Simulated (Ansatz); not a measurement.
# The stack of 1T-PbBrI under In2Se2, shifted by a third of the diagonal between two gates, part 2 of 3

Aim: screening and gap of the neutral stack of 1T-PbBrI under In2Se2, shifted by a third of the diagonal between oppositely charged gates.

Ansatz 0.2.0; plane-wave DFT, PBE-D3(BJ), Ansatz PAW.

So far. Step 2 (Relaxing the slab): The lattice constant a goes from 4.138 to 4.160 Å.

**3. Gated layer, displacement field 0, start network**

The slab is cut off from its images along the normal. Two sheets of opposite charge stand for the gates, so the stack stays neutral in a displacement field; barriers ahead of the sheets keep electrons from leaking to them. The uncharged case sets the zero.

The cell differs from the one that the last finished run ended in (c 52.581 → 53.007 Å).

The input, input.yaml:

```yaml
crystal:
  lattice:
    - [4.1597952776, 0.0, 0.0]
    - [-2.0798976388, 3.6024883849, 0.0]
    - [0.0, 0.0, 53.0070997267]
  atoms:
    - { symbol: I, position: [0.6666666667, 0.3333333333, 0.3848541064] }
    - { symbol: Pb, position: [0.0, 0.0, 0.4247420912] }
    - { symbol: Br, position: [0.3333333333, 0.6666666667, 0.4591518115] }
    - { symbol: Se, position: [0.6666666667, 0.3333333333, 0.5162750412] }
    - { symbol: In, position: [0.3333333333, 0.6666666667, 0.5392506816] }
    - { symbol: In, position: [0.3333333333, 0.6666666667, 0.5921270918] }
    - { symbol: Se, position: [0.6666666667, 0.3333333333, 0.6151458936] }
  periodic: [true, true, false]
  symmetry: { detect: true }
kpoints:
  mp_grid: { grid: [24, 24, 1] }
  band_path:
    path: [[0, 0, 0], [0.5, 0, 0], [0.33333333, 0.33333333, 0], [0, 0, 0]]
    npoints: 16
hamiltonian:
  xc: pbe
  dispersion: d3bj
scf:
  occupations: { method: fermi_dirac, width: 0.02585 }
  convergence: { dr2_threshold: 1.0e-10 }
output:
  forces: true
  eigenvalues: true
  dos: { projected: true, e_range: [-3, 3], de: 0.01 }
  write_potential: true
  write_density: true
  volumetric_format: npy
  elf: true
external_charges:
  - { charge: 0, barrier: 10, axis: 3, height: 37.107, sigma: 0.25 }
  - { charge: 0, barrier: 10, axis: 3, height: 15.9, sigma: 0.25 }
```

On the command line:

```console
> ansatz run input.yaml --threads 4 --pin off --max-ram 12288MiB --backend cpu --events-out ev --progress --plain --runs-dir out
```

Numbers of over 12 decimals in the logs are rounded to 6 here.

The program printed:

```text
[...]
Crystal: 7 atoms, lattice volume = 794.344 Å³
Basis set: ecut = 420 eV, 15327 PW (Γ), exchange–correlation on 60×60×720 points (8 copies of the dense FFT grid, shifted against one another)
Bands: 58, of which v1, the nominal top of the filled ones, is band 48 counted from 1 (47 counted from 0)
Symmetry: 6 space group operations
[...]
k-points: 61 of 576 (time reversal used)
[...]
SCF iter   1: F=—  HF=-44342.322833 eV  |F-HF|=—  |Δ(HF+E_count)|=         —  Δρ=8.90e-4  dr2=3.12e-2  ethr=1.77e-3  ⟨swp⟩=17.4  Hψ=24215  notcnv=0  defer=28
[...]
SCF iter  14: F=-44342.320354 eV  HF=-44342.320354 eV  |F-HF|=4.07e-10  |Δ(HF+E_count)|=   2.02e-9  Δρ=4.36e-8  dr2=7.14e-11  ethr=1.00e-12  ⟨swp⟩=23.4  Hψ=30910  notcnv=0
SCF 1 converged in 14 iterations: F = -44342.320354 eV  dr2 = 7.14e-11
[...]
NSCF: frozen V_eff on 49 k-points
[...]
SCF converged after 14 iterations
Free energy (F): -44342.320354 eV
[...]
Internal energy: -44342.320354 eV  (E = F + TS)
E sigma→0 (E₀):  -44342.320354 eV
Fermi energy:    -4.931625 eV
[...]
--- Forces (eV/Å), atoms and charges each counted from 1 ---
  atom   1  I     -0.00000000    -0.00000000     0.00129409
  atom   2  Pb    -0.00000000    -0.00000000     0.00010368
  atom   3  Br    -0.00000000     0.00000000    -0.00110974
  atom   4  Se     0.00000000    -0.00000000     0.00149461
  atom   5  In     0.00000000     0.00000000    -0.00027689
  atom   6  In     0.00000000     0.00000000    -0.00084466
  atom   7  Se     0.00000000    -0.00000000    -0.00061101
  external charge   1     0.00000000     0.00000000     0.00048674
  external charge   2     0.00000000     0.00000000    -0.00053741
  max |Σ_I F_I| component, the external charges' with the atoms': 5.73e-7 eV/Å
--- Band table (eV; the first three rows and the last of 61) ---
  k-point 0: bands = [... 44 lower, -6.4774, -6.3865, -6.3865, -5.5534, -4.4305, -3.3103, -3.2501, -2.1270, ... 6 higher]
  k-point 1: bands = [... 44 lower, -6.4966, -6.4461, -6.4041, -5.5385, -4.3365, -3.2305, -3.1742, -2.1902, ... 6 higher]
  k-point 2: bands = [... 44 lower, -6.5505, -6.4548, -6.4179, -5.5237, -4.1069, -3.0526, -2.9562, -2.3357, ... 6 higher]
  k-point 60: bands = [... 44 lower, -7.3500, -6.9193, -6.9038, -6.7285, -3.1632, -3.0085, -2.8300, -2.6271, ... 6 higher]
```

The job ended after 3.1 min (4 threads of Arm Neoverse V1, shared host; peak memory 3 GiB; 12 min of CPU time).

In the SCF lines HF is the Harris–Foulkes energy and dr2 the Hartree energy of the density residual, in eV; the loop may stop once dr2 is under the threshold and the program's other checks hold. Hψ counts applications of the Hamiltonian.

This step gave:

* gap on the k-mesh: 1.093 eV
* gap along the path: 1.093 eV
* smallest direct gap along the path: 1.123 eV
* gap, the smaller of path and mesh: 1.093 eV
* potential beyond the upper barrier and gate, less the barrier, from the Fermi level: 5.158 eV

Running mean over a fixed 2.5 Å (it still follows the layers) of the planar mean; beyond a gate it holds the 10 eV model barrier. Table of electron's electrostatic potential energy less the Fermi level by z:

```tsv
z (Å)	electron's electrostatic potential energy less the Fermi level (eV)
4	14.7
6	14.7
8	14.7
10	14.7
12	14.7
14	14.7
16	9.30
18	4.47
20	-0.0396
22	-4.78
24	-4.13
26	1.70
28	-4.50
30	-1.29
32	-4.43
34	3.14
36	5.91
38	13.7
40	15.2
42	15.2
44	15.2
46	15.2
48	15.2
```

The density of states has structure finer than the step of the table below, so its rows give means over 0.2 eV, whole bins alone (the curve runs from -3 to 2.5 eV). Peaks (eV: height): -2.97: 14.1, -2.91: 21.4, -2.43: 9.90, -2.16: 17.4, -1.87: 14.0, 1.77: 12.7, 1.95: 10.6.

Table of density of states by energy, zero at the Fermi level of the run, which the smearing sets inside the gap; means over each step:

energy (eV), density of states (states/eV a cell) and a bar:
```
     -2.8        7.9 #######################
     -2.6        7.3 ######################
     -2.4        8.0 ########################
     -2.2       10.1 ##############################
     -2.0        7.9 #######################
     -1.8        7.6 ######################
     -1.6        6.1 ##################
     -1.4        3.3 ##########
     -1.2        1.3 ####
     -1.0        1.3 ####
     -0.8        1.5 ####
     -0.6        1.5 ####
     -0.4        0.0 
     -0.2        0.0 
      0.0        0.0 
      0.2        0.0 
      0.4        0.0 
      0.6        0.1 
      0.8        0.2 #
      1.0        0.2 #
      1.2        0.4 #
      1.4        2.7 ########
      1.6        5.7 #################
      1.8        8.2 ########################
      2.0        7.2 #####################
      2.2        5.1 ###############
      2.4        3.7 ###########
```

Projected DOS per atom over height of the atomic layer and energy from the Fermi level. Layers: I Pb Br Se In In Se from below.

Values in states/eV, 22 rows by 7 columns, each cell a mean:
```
0.27 1.57 0.25 0.31 0.68 0.70 0.30
0.31 1.47 0.29 0.57 1.00 0.96 0.55
0.58 2.37 0.57 0.84 1.27 1.33 0.85
0.45 1.52 0.40 0.71 1.03 1.00 0.70
0.12 0.34 0.09 0.33 0.48 0.41 0.34
0.00 0.01 0.00 0.07 0.06 0.06 0.07
0.00 0.00 0.00 0.05 0.04 0.05 0.05
0.00 0.00 0.00 0.03 0.03 0.03 0.03
0.00 0.00 0.00 0.00 0.00 0.00 0.00
0.00 0.00 0.00 0.00 0.00 0.00 0.00
0.00 0.00 0.00 0.00 0.00 0.00 0.00
0.00 0.00 0.00 0.00 0.00 0.00 0.00
0.01 0.02 0.03 0.60 0.17 0.17 0.61
0.01 0.00 0.01 0.47 0.20 0.19 0.46
0.01 0.01 0.01 0.39 0.23 0.22 0.39
0.58 0.19 0.40 0.57 0.35 0.32 0.53
1.55 0.34 0.64 1.16 0.59 0.59 1.25
2.74 0.57 1.31 1.41 0.31 0.22 1.35
2.32 0.27 0.81 2.71 0.47 0.44 2.75
1.61 0.24 0.65 2.04 0.48 0.54 2.26
1.60 0.13 0.77 1.52 0.53 0.61 1.76
3.37 0.30 3.11 0.95 0.41 0.49 1.16
```
Columns: height of the atomic layer (Å) from 20.4 to 32.6 (not evenly spaced); rows upwards: energy from the Fermi level (eV) from -2.98 to 2.47.

The electronic bands at the labelled points (eV, zero at the Fermi level of the run, which the smearing sets inside the gap):

```tsv
point	band 45	band 46	band 47	band 48	band 49	band 50	band 51	band 52
Γ	-1.55	-1.45	-1.45	-0.62	0.50	1.62	1.68	2.80
halfway	-1.95	-1.90	-1.68	-0.79	1.58	1.73	2.03	2.83
M	-2.32	-2.18	-2.05	-1.62	1.28	1.41	1.62	2.63
halfway	-2.63	-2.14	-1.86	-1.65	1.65	1.89	2.03	2.38
K	-2.42	-1.99	-1.97	-1.80	1.77	1.92	2.10	2.30
halfway	-2.32	-2.16	-1.56	-0.87	1.93	1.95	2.40	2.58
Γ	-1.55	-1.45	-1.45	-0.62	0.50	1.62	1.68	2.80
```

ELF in the ca plane at fractional y = 0.333, with atoms of I and Se within 0.2 Å of it. It is the smooth field of the valence electrons, not physical close to the nuclei.

Values, 6 rows by 16 columns, each cell a mean:
```
0.66 0.59 0.17 0.10 0.26 0.09 0.55 0.75 0.58 0.17 0.11 0.40 0.73 0.76 0.47 0.08
0.34 0.58 0.25 0.02 0.02 0.10 0.81 0.45 0.67 0.18 0.05 0.55 0.49 0.76 0.69 0.17
0.40 0.61 0.22 0.03 0.04 0.08 0.77 0.59 0.68 0.17 0.05 0.52 0.60 0.79 0.66 0.15
0.70 0.52 0.18 0.14 0.40 0.14 0.41 0.69 0.48 0.19 0.16 0.33 0.66 0.66 0.34 0.05
0.22 0.16 0.29 0.27 0.71 0.41 0.05 0.18 0.20 0.30 0.37 0.22 0.21 0.11 0.02 0.00
0.41 0.23 0.27 0.25 0.67 0.35 0.10 0.31 0.24 0.28 0.33 0.23 0.31 0.24 0.07 0.01
```
Columns run along c (16.0 Å, from fractional 0.38 to 0.68 of the cell), rows up along a (4.2 Å). Atoms in or near the plane, at fractional coordinates: I at (0.38, 0.67), Se at (0.52, 0.67), Se at (0.62, 0.67).

Valence density in the ca plane at fractional y = 0.333, with atoms of I and Se within 0.2 Å of it. It is the smooth field of the valence electrons, not physical close to the nuclei.

Values in e/Å³, 6 rows by 16 columns, each cell a mean:
```
 0  0  0  0  0  0  1  1  0  0  0  0  0  0  1  0
 0  0  0  0  0  0  4  8  0  0  0  0  0  4 12  0
 0  0  0  0  0  0  3  5  0  0  0  0  0  3  7  0
 0  0  0  0  0  0  0  0  0  0  0  0  0  0  0  0
 0  0  0  0  0  0  0  0  0  0  0  0  0  0  0  0
 0  0  0  0  0  0  0  0  0  0  0  0  0  0  0  0
```
Columns run along c (16.0 Å, from fractional 0.25 to 0.56 of the cell), rows up along a (4.2 Å). Atoms in or near the plane, at fractional coordinates: I at (0.38, 0.67), Se at (0.52, 0.67).

Electrostatic potential energy in the ca plane at fractional y = 0.333, with atoms of I and Se within 0.2 Å of it. With pseudopotentials it is smooth inside the atoms' cores, unlike the true potential.

Ten even steps from '0' (-24 eV) to '9' (0 eV), each cell a mean:
```
99999753468887888999999987567888999988876578
99997300016888889999999961002789999998730005
99985048603888999999999821330489999998502311
99984079812789999999999712540389999998404530
99986037404888899999999830220489999998501312
99997400026888889999999972003789999998741026
99999865578877788999999997667888899988876678
99999998888766778888999999887777889877778899
99999999998765678778999999987667888876678999
99999999998765678888999999987667888876678999
99999988888776778889999999888777899887778899
```
Columns run along c (16.0 Å, from fractional 0.34 to 0.64 of the cell; values clipped at the 3rd and 97th percentile), rows up along a (4.2 Å). Atoms in or near the plane, at fractional coordinates: I at (0.38, 0.67), Se at (0.52, 0.67), Se at (0.62, 0.67).

The gap, the smaller of path and mesh, is 1.093 eV.

**4. Gated layer, displacement field 0.543 V/nm**

input.yaml: that of step 3 with these lines changed.

```diff
@@ -29,3 +29,2 @@
   eigenvalues: true
-  dos: { projected: true, e_range: [-3, 3], de: 0.01 }
   write_potential: true
@@ -33,5 +32,6 @@
   volumetric_format: npy
-  elf: true
 external_charges:
   - { charge: 0, barrier: 10, axis: 3, height: 37.107, sigma: 0.25 }
+  - { charge: -0.004496, axis: 3, height: 38.607, sigma: 0.5 }
   - { charge: 0, barrier: 10, axis: 3, height: 15.9, sigma: 0.25 }
+  - { charge: 0.004496, axis: 3, height: 14.4, sigma: 0.5 }
```

The program printed:

```text
[...]
Crystal: 7 atoms, lattice volume = 794.344 Å³
Basis set: ecut = 420 eV, 15327 PW (Γ), exchange–correlation on 60×60×720 points (8 copies of the dense FFT grid, shifted against one another)
Bands: 58, of which v1, the nominal top of the filled ones, is band 48 counted from 1 (47 counted from 0)
Symmetry: 6 space group operations
[...]
k-points: 61 of 576 (time reversal used)
[...]
SCF iter   1: F=—  HF=-44343.094018 eV  |F-HF|=—  |Δ(HF+E_count)|=         —  Δρ=1.35e-2  dr2=3.23e0  ethr=3.10e-3  ⟨swp⟩=16.5  Hψ=23345  notcnv=0  defer=6
[...]
SCF iter  16: F=-44342.317006 eV  HF=-44342.317006 eV  |F-HF|=1.09e-10  |Δ(HF+E_count)|=  3.20e-10  Δρ=5.33e-8  dr2=3.92e-11  ethr=1.00e-12  ⟨swp⟩=26.4  Hψ=28538  notcnv=0
SCF 1 converged in 16 iterations: F = -44342.317006 eV  dr2 = 3.92e-11
[...]
SCF converged after 16 iterations
Free energy (F): -44342.317006 eV
[...]
Internal energy: -44342.317006 eV  (E = F + TS)
E sigma→0 (E₀):  -44342.317006 eV
Fermi energy:    -4.902056 eV
[...]
--- Forces (eV/Å), atoms and charges each counted from 1 ---
  atom   1  I      0.00000000    -0.00000000    -0.00965035
  atom   2  Pb     0.00000000    -0.00000000     0.02252017
  atom   3  Br    -0.00000000     0.00000000    -0.01322223
  atom   4  Se     0.00000000    -0.00000000    -0.00689447
  atom   5  In     0.00000000     0.00000000     0.00865485
  atom   6  In     0.00000000     0.00000000     0.00792320
  atom   7  Se     0.00000000    -0.00000000    -0.00921305
  external charge   1     0.00000000     0.00000000     0.00045370
  external charge   2     0.00000000     0.00000000    -0.00012206
  external charge   3     0.00000000     0.00000000    -0.00057154
  external charge   4     0.00000000     0.00000000     0.00012202
  max |Σ_I F_I| component, the external charges' with the atoms': 2.44e-7 eV/Å
--- Band table (eV; the first three rows and the last of 61) ---
  k-point 0: bands = [... 44 lower, -6.4510, -6.3499, -6.3499, -5.5226, -4.4015, -3.3212, -3.2446, -2.1649, ... 6 higher]
  k-point 1: bands = [... 44 lower, -6.4705, -6.4250, -6.3677, -5.5084, -4.3068, -3.2526, -3.1578, -2.2285, ... 6 higher]
  k-point 2: bands = [... 44 lower, -6.5264, -6.4353, -6.4189, -5.4941, -4.0763, -3.0856, -2.9287, -2.3746, ... 6 higher]
  k-point 60: bands = [... 44 lower, -7.3233, -6.9575, -6.8741, -6.6978, -3.1934, -2.9767, -2.8683, -2.6026, ... 6 higher]
```

Elapsed: 3.1 min, on 4 threads; peak memory 2.6 GiB; 12 min of CPU time.

Numbers from this step:

```
smallest direct gap along the path                                                  : 1.121 eV
potential beyond the upper barrier and gate, less the barrier, from the Fermi level : 5.435 eV
```

Electronic bands along the path, in eV, zero at the Fermi level of the run, which the smearing sets inside the gap:

```tsv
point	band 45	band 46	band 47	band 48	band 49	band 50	band 51	band 52
Γ	-1.55	-1.45	-1.45	-0.62	0.50	1.58	1.66	2.74
halfway	-2.00	-1.91	-1.75	-0.79	1.55	1.70	2.02	2.76
M	-2.32	-2.24	-2.07	-1.62	1.27	1.40	1.59	2.57
halfway	-2.65	-2.17	-1.90	-1.65	1.60	1.88	2.01	2.32
K	-2.42	-2.06	-1.97	-1.80	1.71	1.93	2.03	2.30
halfway	-2.32	-2.18	-1.63	-0.87	1.88	1.94	2.37	2.55
Γ	-1.55	-1.45	-1.45	-0.62	0.50	1.58	1.66	2.74
```

The gap, the smaller of path and mesh, is 1.093 eV.

**5. Gated layer, displacement field 1.09 V/nm**

input.yaml: that of step 4 with these lines changed.

```diff
@@ -34,4 +34,4 @@
   - { charge: 0, barrier: 10, axis: 3, height: 37.107, sigma: 0.25 }
-  - { charge: -0.004496, axis: 3, height: 38.607, sigma: 0.5 }
+  - { charge: -0.008991, axis: 3, height: 38.607, sigma: 0.5 }
   - { charge: 0, barrier: 10, axis: 3, height: 15.9, sigma: 0.25 }
-  - { charge: 0.004496, axis: 3, height: 14.4, sigma: 0.5 }
+  - { charge: 0.008991, axis: 3, height: 14.4, sigma: 0.5 }
```

The program printed:

```text
[...]
Crystal: 7 atoms, lattice volume = 794.344 Å³
Basis set: ecut = 420 eV, 15327 PW (Γ), exchange–correlation on 60×60×720 points (8 copies of the dense FFT grid, shifted against one another)
Bands: 58, of which v1, the nominal top of the filled ones, is band 48 counted from 1 (47 counted from 0)
Symmetry: 6 space group operations
[...]
k-points: 61 of 576 (time reversal used)
[...]
--- Band table (eV; the first three rows and the last of 61) ---
  k-point 0: bands = [... 44 lower, -6.4251, -6.3128, -6.3128, -5.4924, -4.3729, -3.3523, -3.2197, -2.2030, ... 6 higher]
  k-point 1: bands = [... 44 lower, -6.4446, -6.3971, -6.3308, -5.4787, -4.2777, -3.2862, -3.1304, -2.2671, ... 6 higher]
  k-point 2: bands = [... 44 lower, -6.5006, -6.4482, -6.3823, -5.4648, -4.0464, -3.1213, -2.8993, -2.4138, ... 6 higher]
  k-point 60: bands = [... 44 lower, -7.2966, -6.9959, -6.8439, -6.6676, -3.2256, -2.9455, -2.9070, -2.5771, ... 6 higher]
[key lines of the parts left out:]
SCF converged after 16 iterations
Free energy (F): -44342.311043 eV
Fermi energy:    -4.872882 eV
```

Wall time 3.2 min (4 threads); peak memory 2.6 GiB; 12 min of CPU time.

The gap, the smaller of path and mesh, is 1.092 eV.

**6. Gated layer, displacement field 2.17 V/nm**

input.yaml: that of step 5 with these lines changed.

```diff
@@ -29,2 +29,3 @@
   eigenvalues: true
+  dos: { projected: true, e_range: [-3, 3], de: 0.01 }
   write_potential: true
@@ -32,6 +33,7 @@
   volumetric_format: npy
+  elf: true
 external_charges:
   - { charge: 0, barrier: 10, axis: 3, height: 37.107, sigma: 0.25 }
-  - { charge: -0.008991, axis: 3, height: 38.607, sigma: 0.5 }
+  - { charge: -0.017983, axis: 3, height: 38.607, sigma: 0.5 }
   - { charge: 0, barrier: 10, axis: 3, height: 15.9, sigma: 0.25 }
-  - { charge: 0.008991, axis: 3, height: 14.4, sigma: 0.5 }
+  - { charge: 0.017983, axis: 3, height: 14.4, sigma: 0.5 }
```

The program printed:

```text
[...]
Crystal: 7 atoms, lattice volume = 794.344 Å³
Basis set: ecut = 420 eV, 15327 PW (Γ), exchange–correlation on 60×60×720 points (8 copies of the dense FFT grid, shifted against one another)
Bands: 58, of which v1, the nominal top of the filled ones, is band 48 counted from 1 (47 counted from 0)
Symmetry: 6 space group operations
[...]
k-points: 61 of 576 (time reversal used)
[...]
--- Band table (eV; the first three rows and the last of 61) ---
  k-point 0: bands = [... 44 lower, -6.3763, -6.2383, -6.2383, -5.4334, -4.3176, -3.4241, -3.1617, -2.2801, ... 6 higher]
  k-point 1: bands = [... 44 lower, -6.3957, -6.3314, -6.2565, -5.4205, -4.2213, -3.3592, -3.0714, -2.3452, ... 6 higher]
  k-point 2: bands = [... 44 lower, -6.4567, -6.4514, -6.3086, -5.4071, -3.9887, -3.1950, -2.8406, -2.4926, ... 6 higher]
  k-point 60: bands = [... 44 lower, -7.2444, -7.0734, -6.7823, -6.6083, -3.2941, -2.9857, -2.8850, -2.5243, ... 6 higher]
[key lines of the parts left out:]
SCF converged after 16 iterations
Free energy (F): -44342.291265 eV
Fermi energy:    -4.815963 eV
```

The job ended after 3.3 min (4 threads; peak memory 3 GiB; 13 min of CPU time).

The density of states has structure finer than the step of the table below, so its rows give means over 0.1 eV, whole bins alone (the curve runs from -3 to 2.49 eV). Peaks (eV: height): -2.52: 9.09, -2.23: 15.5, -1.98: 20.1, -1.66: 7.42, 1.53: 9.46, 1.84: 13.4, 2.14: 9.20.

Table of density of states by energy, zero at the Fermi level of the run, which the smearing sets inside the gap; means over each step:

```tsv
energy (eV)	density of states (states/eV a cell)
-2.9	4.38
-2.8	5.49
-2.7	7.78
-2.6	7.07
-2.5	8.01
-2.4	7.41
-2.3	10.6
-2.2	11.4
-2.1	7.83
-2.0	13.8
-1.9	4.47
-1.8	3.74
-1.7	5.15
-1.6	5.00
-1.5	2.87
-1.4	1.73
-1.3	1.39
-1.2	1.30
-1.1	1.26
-1.0	1.27
-0.9	1.32
-0.8	1.46
-0.7	1.78
-0.6	2.22
-0.5	0
-0.4	0
-0.3	0
-0.2	0
-0.1	0
0.0	0
0.1	0
0.2	0
0.3	0
0.4	0
0.5	0.0303
0.6	0.153
0.7	0.161
0.8	0.186
0.9	0.209
1.0	0.240
1.1	0.286
1.2	2.20
1.3	3.15
1.4	4.96
1.5	6.73
1.6	7.15
1.7	5.82
1.8	8.29
1.9	7.41
2.0	4.28
2.1	5.63
2.2	7.04
2.3	5.65
2.4	5.47
```

The gap, the smaller of path and mesh, is 1.090 eV.

(Continued in part 3 of 3.)

[Logs are printed without paths, hosts, clocks, repeated set-up lines and the standing remarks that a program may print on its own settings, such as how far it seeks lower states.]

[Hosts, paths, dates, database ids (printed as entryN), source tags and the programs' standing remarks are cut or masked in the printed files.]

[Maps of the electrostatic potential energy from Ansatz leave out the sawtooth potential of an applied field or a dipole correction, so their vacuum need not be flat; planar profiles and work functions include it.]
